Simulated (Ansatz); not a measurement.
# SnO2 (Pa-3) in Ansatz: band structure with RPBE

Aim: the band structure of SnO2 with RPBE.

All numbers are computed with Ansatz 0.2.0; they aren't measurements. Logs are shortened: lines on timing, memory, paths and dates and some standing lists are left out, and cuts for length are marked.

### Step 1. Starting point

The structure is cubic, space group Pa-3 (No. 205). The conventional cell has a = 5.175 Å, b = 5.175 Å, c = 5.175 Å, α = 90.00°, β = 90.00°, γ = 90.00°. Sn (site symmetry -3) has 6 O at 2.11 Å as nearest neighbours. O (site symmetry 3) is surrounded by 3 Sn at 2.11 Å.

Measurements of this composition are mostly on another form, of space group No. 136.

### Step 2. Band structure, RPBE

input.yaml

```yaml
crystal:
  lattice:
    - [5.175256, 0.0, 0.0]
    - [0.0, 5.175256, 0.0]
    - [0.0, 0.0, 5.175256]
  atoms:
    - { symbol: Sn, position: [0.0, 0.0, 0.0] }
    - { symbol: Sn, position: [0.5, 0.0, 0.5] }
    - { symbol: Sn, position: [0.5, 0.5, 0.0] }
    - { symbol: Sn, position: [0.0, 0.5, 0.5] }
    - { symbol: O, position: [0.661098, 0.838902, 0.161098] }
    - { symbol: O, position: [0.838902, 0.161098, 0.661098] }
    - { symbol: O, position: [0.161098, 0.661098, 0.838902] }
    - { symbol: O, position: [0.338902, 0.338902, 0.338902] }
    - { symbol: O, position: [0.661098, 0.661098, 0.661098] }
    - { symbol: O, position: [0.838902, 0.338902, 0.161098] }
    - { symbol: O, position: [0.161098, 0.838902, 0.338902] }
    - { symbol: O, position: [0.338902, 0.161098, 0.838902] }
hamiltonian:
  xc: rpbe
  pseudopotentials: { kind: paw }
kpoints:
  mp_grid: { grid: [5, 5, 5] }
  band_path:
    path:
      - [[0.0, 0.0, 0.0], [0.0, 0.5, 0.0], [0.5, 0.5, 0.0], [0.0, 0.0, 0.0], [0.5, 0.5, 0.5], [0.0, 0.5, 0.0]]
      - [[0.5, 0.5, 0.0], [0.5, 0.5, 0.5]]
    npoints: 10
scf:
  occupations: { method: fermi_dirac, width: 0.05 }
  n_extra_bands: 30
output:
  forces: true
  stress: true
  eigenvalues: true
  fatbands: false
```

Potentials or basis: Ansatz PAW.

The run is started by

```console
$ ansatz run input.yaml --threads 4 --pin off --max-ram 11264MiB --backend cpu --events-out ev --progress --plain --runs-dir out
```

The log of the run:

```text
Warning: RAYON_NUM_THREADS=4 ignored (pool sized by the plan → 4); use --threads N
scf.n_extra_bands = 30 over 52 filled bands (N_el = 104.0): the run solves 82 bands
Engine: ansatz 0.2.0, aarch64-unknown-linux-gnu
Pseudopotentials: kind: paw
Pseudopotential: Sn, paw, valence charge 14, recommended cutoff 420 eV (normal), Sn.paw.azcp
Pseudopotential: O, paw, valence charge 6, recommended cutoff 420 eV (normal), O.paw.azcp
Functional definition: RPBE
  parameter kappa = 0.804
  parameter beta = 0.06672455060314922
  exchange = rpbe_x(kappa = kappa, mu = beta*pi^2/3)
  correlation = pbe_c(beta = beta)
Crystal: 12 atoms, lattice volume = 138.610 Å³
Basis set: ecut = 420 eV, 2721 PW (Γ), exchange–correlation on 72×72×72 points (8 copies of the dense FFT grid, shifted against one another)
Bands: 82, of which v1, the nominal top of the filled ones, is band 52 counted from 1 (51 counted from 0)
Symmetry: 24 space group operations
Space group: Pa-3 (ITA 205), of the structure as read, at distance tolerance 5.2e-5 Å
k-points: 11 of 125
Non-local potential: Sn, projectors of the file, l = 0: 2, l = 1: 2, l = 2: 2, l = 3: 2
Non-local potential: O, projectors of the file, l = 0: 2, l = 1: 2, l = 2: 1
PAW form: soft (Blöchl's): semilocal exchange-correlation on the pseudo side does not see the compensation charge
PAW frozen core: Sn, regenerated for the run's functional, and the local potential with it (the file was generated under x = pbe(κ = 0.804, μ = 0.2195149727645171), c = pbe(β = 0.06672455060314922))
[... 34 lines left out ...]
  E_ewald      = -8758.422399
  E_core_change = -0.062101  (= ΣΔE_core)
  E_smearing   = -0.000150  (= −TS)
  E_closure    = 0.000000  (closes the sum)
  Σ components = -28682.495367   (vs F -28682.495367, Δ=0.00e0)
--- Forces (eV/Å), atoms counted from 1 ---
  atom   1  Sn     0.00000000    -0.00000000    -0.00000000
  atom   2  Sn     0.00000000    -0.00000000    -0.00000000
  atom   3  Sn     0.00000000    -0.00000000     0.00000000
  atom   4  Sn     0.00000000    -0.00000000     0.00000000
  atom   5  O     -0.00844997     0.00844997    -0.00844997
  atom   6  O      0.00844997    -0.00844997    -0.00844997
  atom   7  O     -0.00844997    -0.00844997     0.00844997
  atom   8  O      0.00844997     0.00844997     0.00844997
  atom   9  O     -0.00844997    -0.00844997    -0.00844997
  atom  10  O      0.00844997     0.00844997    -0.00844997
  atom  11  O     -0.00844997     0.00844997     0.00844997
  atom  12  O      0.00844997    -0.00844997     0.00844997
  max |Σ_I F_I| component: 1.21e-17 eV/Å
--- Stress (GPa, compression-positive) ---
        3.658414      -0.000000       0.000000
       -0.000000       3.658414       0.000000
        0.000000       0.000000       3.658414
  P = ⅓ Tr σ = 3.6584 GPa (36.584 kbar)
--- Band table (eV; the first three rows and the last of 11) ---
  k-point 0: bands = ["-10.6720", "-10.6720", "-10.6720", "-9.9964", "-9.9964", "-9.9964", "-9.9455", "-9.9455", "-9.9091", "-9.8918", "-9.8918", "-9.8918", "-9.8244", "-9.8244", "-9.8244", "-9.7635", "-9.7635", "-9.7635", "-9.7557", "-9.7557", "-8.5090", "-6.9445", "-6.9445", "-6.9445", "-5.9991", "-5.2631", "-5.2631", "-5.2631", "3.2514", "3.2514", "3.2514", "5.1853", "5.1853", "5.1853", "5.5516", "5.5516", "7.7526", "7.7526", "7.7526", "8.1716", "8.1716", "8.1716", "8.5181", "9.1832", "9.1832", "9.1832", "9.4856", "9.4856", "9.9209", "10.1370", "10.1370", "10.1370", "10.8294", "16.0166", "16.0166", "16.0166", "17.6621", "17.6621", "17.6621", "18.8651", "18.8651", "18.8651", "19.0492", "21.6746", "21.6746", "22.7568", "22.7568", "22.7568", "22.9586", "22.9586", "22.9586", "24.5692", "24.5905", "24.5905", "24.5905", "27.7647", "27.7647", "27.7647", "28.9469", "28.9469", "29.5147", "29.5147"]
  k-point 1: bands = ["-10.6300", "-10.6277", "-10.6175", "-10.0437", "-10.0294", "-10.0282", "-9.9881", "-9.9452", "-9.9095", "-9.9042", "-9.8908", "-9.8882", "-9.8396", "-9.8361", "-9.8239", "-9.7753", "-9.7717", "-9.7702", "-9.7652", "-9.7597", "-8.4011", "-7.1494", "-6.7921", "-6.7549", "-5.9876", "-5.3956", "-5.3400", "-5.2955", "3.0453", "3.1144", "3.5815", "5.2321", "5.3016", "5.4975", "5.5138", "5.9984", "7.4046", "7.4324", "7.4608", "8.0169", "8.2878", "8.3592", "8.4752", "8.9265", "9.1583", "9.2764", "9.4179", "9.4232", "9.7468", "10.0455", "10.0809", "10.1610", "11.8323", "15.5091", "15.5260", "15.8136", "17.8315", "17.9891", "18.2263", "18.8106", "18.8900", "19.0387", "19.2307", "21.1457", "21.7464", "22.5390", "22.5973", "22.7149", "22.9383", "23.0900", "23.1985", "24.6475", "24.7276", "24.8741", "25.4293", "26.2580", "27.3742", "27.5611", "27.8976", "28.5398", "29.5846", "29.7829"]
  k-point 2: bands = ["-10.5346", "-10.5313", "-10.4629", "-10.2410", "-10.1527", "-10.1458", "-9.9686", "-9.9512", "-9.9158", "-9.9000", "-9.8923", "-9.8852", "-9.8383", "-9.8364", "-9.8169", "-9.7992", "-9.7863", "-9.7845", "-9.7680", "-9.7666", "-8.0828", "-7.6125", "-6.4327", "-6.2962", "-6.0902", "-5.7779", "-5.4319", "-5.3771", "2.8294", "2.8820", "4.4690", "5.3368", "5.3746", "5.4207", "6.2335", "6.4128", "6.6579", "6.9883", "7.0130", "7.7986", "8.3094", "8.5635", "8.6829", "8.7903", "8.8481", "9.0898", "9.4272", "9.5503", "9.6672", "9.8698", "10.1691", "10.1943", "13.2335", "14.5078", "15.0910", "15.3365", "17.9919", "18.1036", "18.7112", "18.9301", "19.2945", "19.5981", "19.9155", "20.2300", "21.8717", "21.8990", "22.0963", "22.5082", "23.4882", "23.5035", "23.5579", "24.5630", "24.9673", "24.9713", "25.6988", "26.0526", "26.0664", "26.8868", "27.4363", "28.1814", "29.3563", "29.8793"]
  k-point 10: bands = ["-10.5559", "-10.5108", "-10.5108", "-10.4974", "-10.0234", "-10.0234", "-9.9621", "-9.9621", "-9.9097", "-9.9097", "-9.9085", "-9.9064", "-9.8002", "-9.8002", "-9.7923", "-9.7881", "-9.7881", "-9.7839", "-9.7839", "-9.7823", "-7.2446", "-6.9279", "-6.8604", "-6.8604", "-6.0006", "-5.9842", "-5.9842", "-5.7752", "3.9688", "3.9688", "4.0606", "4.3993", "6.2239", "6.2891", "6.2891", "6.5592", "6.5913", "6.5913", "6.9773", "6.9773", "8.2726", "8.2726", "8.5678", "8.7882", "9.0172", "9.0172", "9.2240", "9.2240", "9.6282", "9.6314", "9.7040", "9.7040", "14.9130", "15.1564", "15.1564", "15.2017", "17.5299", "17.7649", "17.7649", "17.8459", "20.9707", "21.0364", "21.0364", "21.5219", "21.6331", "21.6331", "21.9361", "21.9361", "23.0247", "23.0247", "23.3321", "23.3321", "24.3006", "24.5735", "24.5735", "24.6095", "26.6014", "27.1122", "27.1755", "27.1755", "29.7629", "29.7629"]
```

bands.tsv:

```text
[... 79 lines left out ...]
```

Run time: 8.9 s. Hardware: 4 threads of Arm Neoverse V1, shared host; peak memory 0.7 GiB.

What came out:

- Free energy: -28682.4954 eV
- Pressure: 3.7 GPa
- Largest force: 0.015 eV/Å
- Band gap on the k mesh: 0.64 eV, indirect (least direct gap 0.69 eV)
- Band gap along the path: 0.63 eV, indirect (least direct gap 0.69 eV)

Forces in eV/Å, atoms in the order of the input:
```
Sn   0.000  0.000  0.000
Sn   0.000  0.000  0.000
Sn   0.000  0.000  0.000
Sn   0.000  0.000  0.000
O   -0.008  0.008 -0.008
O    0.008 -0.008 -0.008
O   -0.008 -0.008  0.008
O    0.008  0.008  0.008
O   -0.008 -0.008 -0.008
O    0.008  0.008 -0.008
O   -0.008  0.008  0.008
O    0.008 -0.008  0.008
```

Levels at the corners of the path, in eV from the valence-band top:
| point | band 50 | band 51 | band 52 | band 53 | band 54 | band 55 |
| --- | --- | --- | --- | --- | --- | --- |
| Γ | -0.06 | -0.06 | -0.06 | 0.63 | 5.82 | 5.82 |
| X | -0.44 | -0.01 | -0.01 | 3.70 | 3.70 | 4.94 |
| M | -0.30 | -0.30 | -0.30 | 4.58 | 4.58 | 4.58 |
| Γ | -0.06 | -0.06 | -0.06 | 0.63 | 5.82 | 5.82 |
| R | -0.61 | -0.61 | -0.61 | 5.06 | 5.06 | 5.06 |
| X | -0.44 | -0.01 | -0.01 | 3.70 | 3.70 | 4.94 |
| M | -0.30 | -0.30 | -0.30 | 4.58 | 4.58 | 4.58 |
| R | -0.61 | -0.61 | -0.61 | 5.06 | 5.06 | 5.06 |

Caveat: the pressure holds a Pulay correction of +0.8 GPa for the finite cutoff; spin-orbit coupling is left out, which moves the levels of the heavy elements; the PAW data sets come from PBE, with cores solved anew for the run's functional, which leaves a small shift of forces and pressure.
